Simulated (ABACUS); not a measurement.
Si:

```
Si
1.0
     0.00000    2.72185    2.72185
     2.72185    0.00000    2.72185
     2.72185    2.72185    0.00000
Si
2
Direct
  0.50000 0.50000 0.50000
  0.75000 0.75000 0.75000
```

Base run:

```yaml
Program: ABACUS 3.10.1
Functional: BP86
Potentials_or_basis: GBRV ultrasoft 1.5 PBE
Cutoff: 544 eV
Density_cutoff: 4354 eV
Basis: plane waves
k_mesh: 6 × 6 × 6
Occupations: fermi-dirac, width 0.05 eV
Spin: no spin polarisation
```

Its results: band gap on the k mesh 0.78 eV, indirect (least direct gap 2.60 eV); pressure 2.1 GPa.

Problem. The run is repeated on the same cell with these changes: functional from BP86 to SOGGA; potentials or basis from GBRV ultrasoft 1.5 PBE to PseudoDojo NC SR 0.4.1 PBEsol standard; cutoff from 544 eV to 490 eV; density cutoff from 4354 eV to 1959 eV. What comes out?

Solution. Band gap on the k mesh 0.54 eV, indirect (least direct gap 2.46 eV); pressure -1.5 GPa.

Caveats: the potentials were made for another functional, which shifts forces and pressure.

A k mesh can miss the band edges.
